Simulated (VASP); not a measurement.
# BaTiO3 (P4mm) in VASP: a series of runs, part 2 of 2

VASP 6.6.1. The steps go on from the part before.

## Step 3: Single point, PBE

Contents of INCAR:

```
SYSTEM = BaTiO3
PREC = Accurate ; ENCUT = 460
EDIFF = 1E-7 ; ISMEAR = 0
SIGMA = 0.05 ; LREAL = .False.
LASPH = .False. ; NELM = 100
ALGO = Normal ; ISIF = 2
LWAVE = .False. ; LCHARG = .False.
GGA = PE ; NBANDS = 28
ADDGRID = .False.
```

Contents of KPOINTS:

```
regular mesh
0
Gamma
  5 5 5
  0 0 0
```

Contents of POSCAR:

```
BaTiO3
1.0
    3.9998000000      0.0000000000      0.0000000000
    0.0000000000      3.9998000000      0.0000000000
    0.0000000000      0.0000000000      4.0180000000
Ba Ti O
1 1 3
Direct
    0.0000000000      0.0000000000      0.0000000000
    0.5000000000      0.5000000000      0.4900000000
    0.0000000000      0.5000000000      0.5170000000
    0.5000000000      0.0000000000      0.5170000000
    0.5000000000      0.5000000000      0.0190000000
```

Potentials or basis: VASP PAW PBE potentials, release 64 (Ba_sv, Ti_sv, O).

Launch:

```sh
> cat potpaw_PBE.64/Ba_sv/POTCAR potpaw_PBE.64/Ti_sv/POTCAR potpaw_PBE.64/O/POTCAR > POTCAR
> mpirun -np 1 vasp_std > vasp.out
```

OUTCAR:

```text
SYSTEM = BaTiO3
   PREC = Accurate
   ENCUT = 460
   EDIFF = 1E-7
   ISMEAR = 0
   LREAL = .False.
   LASPH = .False.
   NELM = 100
   ISIF = 2
   GGA = PE

 Found     18 irreducible k-points:

 Following reciprocal coordinates:
            Coordinates               Weight
  0.000000  0.000000  0.000000      1.000000
  0.200000  0.000000  0.000000      4.000000
  0.400000  0.000000  0.000000      4.000000
  0.200000  0.200000  0.000000      4.000000
  0.400000  0.200000  0.000000      8.000000
  0.400000  0.400000  0.000000      4.000000
   k-points           NKPTS =     18   k-points in BZ     NKDIM =     18   number of bands    NBANDS=     28
   number of dos      NEDOS =    301   number of ions     NIONS =      5
   total plane-waves  NPLWV =  21952
   dimension x,y,z NGX =    28 NGY =   28 NGZ =   28
   dimension x,y,z NGXF=    56 NGYF=   56 NGZF=   56
   ions per type =               1   1   3
   NGX,Y,Z   is equivalent  to a cutoff of  11.64, 11.64, 11.59 a.u.
   NGXF,Y,Z  is equivalent  to a cutoff of  23.28, 23.28, 23.17 a.u.
 SYSTEM =  BaTiO3
   PREC   = accura    normal or accurate (medium, high low for compatibility)
   ISTART =      0    job   : 0-new  1-cont  2-samecut
   ICHARG =      2    charge: 1-file 2-atom 10-const
   ISPIN  =      1    spin polarized calculation?
   LNONCOLLINEAR =      F non collinear calculations
   LSORBIT =      F    spin-orbit coupling
   LASPH  =      F    aspherical Exc in radial PAW
   ENCUT  =  460.0 eV  33.81 Ry    5.81 a.u.   6.99  6.99  7.03*2*pi/ulx,y,z
   NELM   =    100;   NELMIN=  2; NELMDL= -5     # of ELM steps
   EDIFF  = 0.1E-06   stopping-criterion for ELM
   LREAL  =      F    real-space projection
   EDIFFG = 0.1E-05   stopping-criterion for IOM
   NSW    =      0    number of steps for IOM
   IBRION =     -1    ionic relax: 0-MD 1-quasi-New 2-CG
   NFREE  =      0    steps in history (QN), initial steepest desc. (CG)
   ISIF   =      2    stress and relaxation
   ISYM   =      2    0-nonsym 1-usesym 2-fastsym
   POTIM  = 0.5000    time-step for ionic-motion
   TEBEG  =    0.0;   TEEND  =   0.0 temperature during run
   PSTRESS=    0.0 pullay stress
   NELECT =      40.0000    total number of electrons
   NUPDOWN=      -1.0000    fix difference up-down
   EMIN   =  10.00;   EMAX   =-10.00  energy-range for DOS
   EFERMI =   0.00;   METHOD = LEGACY
   ISMEAR =     0;   SIGMA  =   0.05  broadening in eV -4-tet -1-fermi 0-gaus
   EFERMI_NEDOS =   21; number of points for ismear=-14 and -15
   IALGO  =     38    algorithm
   IMIX   =      4    mixing-type and parameters
     AMIX     =   0.40;   BMIX     =  1.00
     AMIX_MAG =   1.60;   BMIX_MAG =  1.00
  volume/ion in A,a.u.               =      12.86        86.76
  Fermi-wavevector in a.u.,A,eV,Ry     =   1.397653  2.641181 26.578078  1.953434
  Thomas-Fermi vector in A             =   2.520888
   LORBIT       =      0    0 simple, 1 ext, 2 COOP (PROOUT), +10 PAW based schemes
   GGA     = PE    functional components
   LHFCALC =     F    Hartree Fock is set to
   AEXX    =    0.0000 exact exchange contribution
   IVDW    =     0    specifies the selected vdW correction
   LEPSILON=     F    determine dielectric tensor
   LRPA    =     F    only Hartree local field effects (RPA)
 non-spin polarized calculation
 Gauss-broadening in eV      SIGMA  =   0.05
  energy-cutoff  :      460.00
  volume of cell :       64.28
 maximum number of plane-waves:      1450
 NGX is ok and might be reduce to    28
   NGX = 13   NGY = 13   NGZ = 15

 number of electron      40.0000031 magnetization

 Free energy of the ion-electron system (eV)
  ---------------------------------------------------
  ext. energy  EPLUGINS =         0.00000000
  ---------------------------------------------------
  free energy    TOTEN  =       -39.98815590 eV

  energy without entropy =      -39.98815590  energy(sigma->0) =      -39.98815590

 E-fermi :   3.9494     XC(G=0): -11.2420

 val. band max:        3.6872913492   @ k =   0.4000   0.4000   0.4000
 cond. band min:       5.6145355201   @ k =   0.0000   0.0000   0.0000
 fundamental gap:      1.9272441710
 Fermi energy:         3.9493840598

 k-point     1 :       0.0000    0.0000    0.0000
  band No.  band energies     occupation
      1     -52.7571      2.00000
      2     -28.9989      2.00000
      3     -28.9695      2.00000
      4     -28.9695      2.00000
      5     -21.0130      2.00000
      6     -13.0734      2.00000
[... 20 lines left out ...]
     27       8.8952      0.00000
     28      11.1443      0.00000

 k-point     2 :       0.2000    0.0000    0.0000
  band No.  band energies     occupation
      1     -52.7569      2.00000
      2     -28.9982      2.00000
      3     -28.9877      2.00000
      4     -28.9688      2.00000
      5     -20.9724      2.00000
      6     -13.1163      2.00000
[... 20 lines left out ...]
     27       9.6095      0.00000
     28      12.0607      0.00000

 k-point     3 :       0.4000    0.0000    0.0000
  band No.  band energies     occupation
      1     -52.7563      2.00000
      2     -29.0170      2.00000
      3     -28.9970      2.00000
      4     -28.9677      2.00000
      5     -20.9052      2.00000
      6     -13.2761      2.00000
[... 20 lines left out ...]
     27      11.0853      0.00000
     28      12.0499      0.00000

 k-point     4 :       0.2000    0.2000    0.0000
  band No.  band energies     occupation
      1     -52.7565      2.00000
      2     -28.9976      2.00000
      3     -28.9872      2.00000
      4     -28.9865      2.00000
      5     -20.9367      2.00000
      6     -13.0787      2.00000
[... 20 lines left out ...]
     27      10.3073      0.00000
     28      12.2028      0.00000

 k-point     5 :       0.4000    0.2000    0.0000
  band No.  band energies     occupation
      1     -52.7559      2.00000
      2     -29.0159      2.00000
      3     -28.9964      2.00000
      4     -28.9854      2.00000
      5     -20.8775      2.00000
      6     -13.1225      2.00000
[... 20 lines left out ...]
     27      11.8017      0.00000
     28      12.6218      0.00000

 k-point     6 :       0.4000    0.4000    0.0000
  band No.  band energies     occupation
      1     -52.7553      2.00000
      2     -29.0142      2.00000
      3     -29.0139      2.00000
      4     -28.9953      2.00000
      5     -20.8319      2.00000
      6     -12.8691      2.00000
[... 20 lines left out ...]
     27      11.9989      0.00000
     28      13.4341      0.00000

 [... further k-points ...]

------------------------ aborting loop because EDIFF is reached ----------------------------------------

  FORCE on cell =-STRESS in cart. coord.  units (eV):
  Direction    XX          YY          ZZ          XY          YZ          ZX
  --------------------------------------------------------------------------------------
  -------------------------------------------------------------------------------------
  Total        1.2424753      1.2424753      1.6300331      0.0000000      0.0000000      0.0000000
  in kB       30.9679070     30.9679070     40.6275393      0.0000000      0.0000000      0.0000000
  external PRESSURE =      34.1877844 kB  Pullay stress =       0.0000000 kB

 VOLUME and BASIS-vectors are now :
 -----------------------------------------------------------------------------
  energy-cutoff  :      460.00
  volume of cell :       64.28
      direct lattice vectors                 reciprocal lattice vectors
     3.999800000  0.000000000  0.000000000     0.250012501  0.000000000  0.000000000
     0.000000000  3.999800000  0.000000000     0.000000000  0.250012501  0.000000000
     0.000000000  0.000000000  4.018000000     0.000000000  0.000000000  0.248880040

 POSITION                                       TOTAL-FORCE (eV/Angst)
 -----------------------------------------------------------------------------------
      0.00000      0.00000      0.00000         0.000000     -0.000000      0.074742
      1.99990      1.99990      1.96882        -0.000000     -0.000000     -0.129027
      0.00000      1.99990      2.07731        -0.000000      0.000000     -0.111175
      1.99990      0.00000      2.07731        -0.000000      0.000000     -0.111175
      1.99990      1.99990      0.07634        -0.000000      0.000000      0.276635
 -----------------------------------------------------------------------------------
    total drift:                                0.000000      0.000000      0.000171

  FREE ENERGIE OF THE ION-ELECTRON SYSTEM (eV)
  ---------------------------------------------------
  free  energy   TOTEN  =       -39.9881559009 eV

  energy  without entropy=      -39.9881559009  energy(sigma->0) =      -39.98815590
```

OSZICAR:

```text
N       E                     dE             d eps       ncg     rms          rms(c)
DAV:   1     0.411852013641E+03    0.41185E+03   -0.19181E+04  1008   0.142E+03
DAV:   2    -0.634482128812E+01   -0.41820E+03   -0.40012E+03  1168   0.407E+02
DAV:   3    -0.489399346271E+02   -0.42595E+02   -0.42235E+02  1404   0.128E+02
DAV:   4    -0.508310501556E+02   -0.18911E+01   -0.18877E+01  1496   0.234E+01
DAV:   5    -0.508863633688E+02   -0.55313E-01   -0.55307E-01  1356   0.307E+00    0.230E+01
DAV:   6    -0.402078009169E+02    0.10679E+02   -0.55369E+01  1472   0.663E+01    0.987E+00
DAV:   7    -0.401571056060E+02    0.50695E-01   -0.99141E+00  1344   0.231E+01    0.680E+00
DAV:   8    -0.399814165742E+02    0.17569E+00   -0.61427E-01  1172   0.706E+00    0.351E+00
DAV:   9    -0.400189223323E+02   -0.37506E-01   -0.35263E-01  1500   0.503E+00    0.162E+00
DAV:  10    -0.399913793716E+02    0.27543E-01   -0.15246E-01  1180   0.402E+00    0.521E-01
DAV:  11    -0.399883729049E+02    0.30065E-02   -0.12105E-02  1308   0.689E-01    0.154E-01
DAV:  12    -0.399881847467E+02    0.18816E-03   -0.93693E-04  1160   0.207E-01    0.440E-02
DAV:  13    -0.399881544700E+02    0.30277E-04   -0.12877E-04  1292   0.112E-01    0.188E-02
DAV:  14    -0.399881569972E+02   -0.25272E-05   -0.34781E-05  1500   0.455E-02    0.144E-02
DAV:  15    -0.399881567234E+02    0.27383E-06   -0.16906E-05  1424   0.377E-02    0.754E-03
DAV:  16    -0.399881558878E+02    0.83562E-06   -0.27252E-06  1292   0.165E-02    0.597E-04
DAV:  17    -0.399881559009E+02   -0.13169E-07   -0.14181E-07   876   0.348E-03
   1 F= -.39988156E+02 E0= -.39988156E+02  d E =-.210888E-14
```

It took 36 s on 1 thread of Intel Xeon Platinum 8488C (Sapphire Rapids), shared host; peak memory 0.17 GiB.

These settings aren't checked as converged: the numbers below hold their error.

What came out:

* Free energy: -39.9882 eV
* Pressure: 3.4 GPa
* Largest force: 0.277 eV/Å
* Band gap on the k mesh: 1.93 eV, indirect (least direct gap 2.06 eV)

Caveat: the cutoff is under 1.25 times the usual one of these potentials, so pressure, stress and relaxed cells hold a basis-set (Pulay) error; spin-orbit coupling is left out, which moves the levels of the heavy elements; an odd mesh through Γ misses points on the zone boundary, where band edges often lie.

## Step 4: Single point, PBE

INCAR is that of step 3.

KPOINTS is that of step 3.

Contents of POSCAR:

```
BaTiO3
1.0
    3.9998000000      0.0000000000      0.0000000000
    0.0000000000      3.9998000000      0.0000000000
    0.0000000000      0.0000000000      4.0180000000
Ba Ti O
1 1 3
Direct
    0.0050340000     -0.0151990000     -0.0081960000
    0.5109990000      0.5026790000      0.4796360000
   -0.0079330000      0.4990990000      0.5319510000
    0.5087000000     -0.0034200000      0.5100070000
    0.5274750000      0.4823970000      0.0100750000
```

Potentials or basis: VASP PAW PBE potentials, release 64 (Ba_sv, Ti_sv, O).

Launch:

```sh
> cat potpaw_PBE.64/Ba_sv/POTCAR potpaw_PBE.64/Ti_sv/POTCAR potpaw_PBE.64/O/POTCAR > POTCAR
> mpirun -np 1 vasp_std > vasp.out
```

OUTCAR:

```text
SYSTEM = BaTiO3
   PREC = Accurate
   ENCUT = 460
   EDIFF = 1E-7
   ISMEAR = 0
   LREAL = .False.
   LASPH = .False.
   NELM = 100
   ISIF = 2
   GGA = PE

 Found     63 irreducible k-points:

 Following reciprocal coordinates:
            Coordinates               Weight
  0.000000  0.000000  0.000000      1.000000
  0.200000  0.000000  0.000000      2.000000
  0.000000  0.200000  0.000000      2.000000
  0.400000  0.000000  0.000000      2.000000
  0.000000  0.400000  0.000000      2.000000
  0.200000  0.200000  0.000000      2.000000
   k-points           NKPTS =     63   k-points in BZ     NKDIM =     63   number of bands    NBANDS=     28
   number of dos      NEDOS =    301   number of ions     NIONS =      5
   total plane-waves  NPLWV =  21952
   dimension x,y,z NGX =    28 NGY =   28 NGZ =   28
   dimension x,y,z NGXF=    56 NGYF=   56 NGZF=   56
   ions per type =               1   1   3
   NGX,Y,Z   is equivalent  to a cutoff of  11.64, 11.64, 11.59 a.u.
   NGXF,Y,Z  is equivalent  to a cutoff of  23.28, 23.28, 23.17 a.u.
 SYSTEM =  BaTiO3
   PREC   = accura    normal or accurate (medium, high low for compatibility)
   ISTART =      0    job   : 0-new  1-cont  2-samecut
   ICHARG =      2    charge: 1-file 2-atom 10-const
   ISPIN  =      1    spin polarized calculation?
[... 59 lines left out ...]
 Fermi energy:         3.9810276341

 k-point     1 :       0.0000    0.0000    0.0000
  band No.  band energies     occupation
      1     -52.7289      2.00000
      2     -28.9704      2.00000
      3     -28.9550      2.00000
      4     -28.9430      2.00000
      5     -21.0028      2.00000
      6     -13.0792      2.00000
[... 175 lines left out ...]
     27      10.3234      0.00000
     28      12.1406      0.00000

 [... further k-points ...]

------------------------ aborting loop because EDIFF is reached ----------------------------------------

  FORCE on cell =-STRESS in cart. coord.  units (eV):
  Direction    XX          YY          ZZ          XY          YZ          ZX
  --------------------------------------------------------------------------------------
  -------------------------------------------------------------------------------------
  Total        1.4391265      1.5231381      1.8714033      0.0439094     -0.0270865     -0.0554681
  in kB       35.8693141     37.9632503     46.6435384      1.0944129     -0.6751142     -1.3825077
  external PRESSURE =      40.1587009 kB  Pullay stress =       0.0000000 kB

 VOLUME and BASIS-vectors are now :
 -----------------------------------------------------------------------------
  energy-cutoff  :      460.00
  volume of cell :       64.28
      direct lattice vectors                 reciprocal lattice vectors
     3.999800000  0.000000000  0.000000000     0.250012501  0.000000000  0.000000000
     0.000000000  3.999800000  0.000000000     0.000000000  0.250012501  0.000000000
     0.000000000  0.000000000  4.018000000     0.000000000  0.000000000  0.248880040

 POSITION                                       TOTAL-FORCE (eV/Angst)
 -----------------------------------------------------------------------------------
      0.02013      3.93901      3.98507         0.135697      0.362368      0.147398
      2.04389      2.01062      1.92718         0.297004     -0.202162      0.065422
      3.96807      1.99630      2.13738         0.647136     -0.073947     -0.689182
      2.03470      3.98612      2.04921        -0.354287     -0.364807     -0.226550
      2.10979      1.92949      0.04048        -0.725550      0.278548      0.702913
 -----------------------------------------------------------------------------------
    total drift:                                0.000281      0.000143     -0.000031

  FREE ENERGIE OF THE ION-ELECTRON SYSTEM (eV)
  ---------------------------------------------------
  free  energy   TOTEN  =       -39.8822024209 eV

  energy  without entropy=      -39.8822024209  energy(sigma->0) =      -39.88220242
```

stdout:

```text
POSCAR found type information on POSCAR BaTiO
 POSCAR found :  3 types and       5 ions
 scaLAPACK will be used
 LDA part: xc-table for (Slater+PW92), standard interpolation
 POSCAR, INCAR and KPOINTS ok, starting setup
 FFT: planning ... GRIDC
 FFT: planning ... GRID_SOFT
 FFT: planning ... GRID
 WAVECAR not read
 entering main loop
```

It took 93 s on 1 thread of Intel Xeon Platinum 8488C (Sapphire Rapids), shared host; peak memory 0.22 GiB.

The run converged, but some of its settings lie outside the range that counts as converged, so its numbers aren't taken as properties of the crystal.

Results:

```yaml
Free_energy: -39.8822 eV
Pressure: 4.0 GPa
Largest_force: 1.048 eV/Å
Band_gap_on_the_k_mesh: 2.01 eV, indirect (least direct gap 2.15 eV)
```

Caveat: the cutoff is under 1.25 times the usual one of these potentials, so pressure, stress and relaxed cells hold a basis-set (Pulay) error; spin-orbit coupling is left out, which moves the levels of the heavy elements; an odd mesh through Γ misses points on the zone boundary, where band edges often lie.

## Step 5: Single point, PBE

Contents of INCAR:

```
SYSTEM = BaTiO3
PREC = Normal ; ENCUT = 460
EDIFF = 1E-4 ; ISMEAR = 0
SIGMA = 0.05 ; LREAL = Auto
LASPH = .True. ; NELM = 100
ALGO = Normal ; ISIF = 2
LWAVE = .False. ; LCHARG = .False.
GGA = PE ; NBANDS = 28
ADDGRID = .False.
```

KPOINTS is that of step 4.

Contents of POSCAR:

```
BaTiO3
1.0
    3.9998000000      0.0000000000      0.0000000000
    0.0000000000      3.9998000000      0.0000000000
    0.0000000000      0.0000000000      4.0180000000
Ba Ti O
1 1 3
Direct
    0.0000000000      0.0000000000      0.0000000000
    0.5000000000      0.5000000000      0.4900000000
    0.0000000000      0.5000000000      0.5170000000
    0.5000000000      0.0000000000      0.5170000000
    0.5000000000      0.5000000000      0.0190000000
```

Launch:

```sh
> cat potpaw_PBE.64/Ba_sv/POTCAR potpaw_PBE.64/Ti_sv/POTCAR potpaw_PBE.64/O/POTCAR > POTCAR
> mpirun -np 1 vasp_std > vasp.out
```

Wall time 21 s (1 thread of Intel Xeon Platinum 8488C (Sapphire Rapids), shared host); peak memory 0.14 GiB.

These settings aren't checked as converged: the numbers below hold their error.

What came out:

```yaml
Free_energy: -39.9898 eV
Pressure: 3.3 GPa
Largest_force: 0.278 eV/Å
Band_gap_on_the_k_mesh: 1.93 eV, indirect (least direct gap 2.06 eV)
```

Caveat: the cutoff is under 1.25 times the usual one of these potentials, so pressure, stress and relaxed cells hold a basis-set (Pulay) error; spin-orbit coupling is left out, which moves the levels of the heavy elements; an odd mesh through Γ misses points on the zone boundary, where band edges often lie.

## Step 6: Single point, PBE

INCAR is that of step 5.

KPOINTS is that of step 5.

Contents of POSCAR:

```
BaTiO3
1.0
    3.9998000000      0.0000000000      0.0000000000
    0.0000000000      3.9998000000      0.0000000000
    0.0000000000      0.0000000000      4.0180000000
Ba Ti O
1 1 3
Direct
    0.0050340000     -0.0151990000     -0.0081960000
    0.5109990000      0.5026790000      0.4796360000
   -0.0079330000      0.4990990000      0.5319510000
    0.5087000000     -0.0034200000      0.5100070000
    0.5274750000      0.4823970000      0.0100750000
```

Potentials or basis: VASP PAW PBE potentials, release 64 (Ba_sv, Ti_sv, O).

Launch:

```sh
> cat potpaw_PBE.64/Ba_sv/POTCAR potpaw_PBE.64/Ti_sv/POTCAR potpaw_PBE.64/O/POTCAR > POTCAR
> mpirun -np 1 vasp_std > vasp.out
```

It took 54 s on 1 thread of Intel Xeon Platinum 8488C (Sapphire Rapids), shared host; peak memory 0.18 GiB.

The run converged, but some of its settings lie outside the range that counts as converged, so its numbers aren't taken as properties of the crystal.

What came out:

- Free energy: -39.8844 eV
- Pressure: 3.5 GPa
- Largest force: 1.041 eV/Å
- Band gap on the k mesh: 2.02 eV, indirect (least direct gap 2.16 eV)

Caveat: the cutoff is under 1.25 times the usual one of these potentials, so pressure, stress and relaxed cells hold a basis-set (Pulay) error; spin-orbit coupling is left out, which moves the levels of the heavy elements; an odd mesh through Γ misses points on the zone boundary, where band edges often lie.
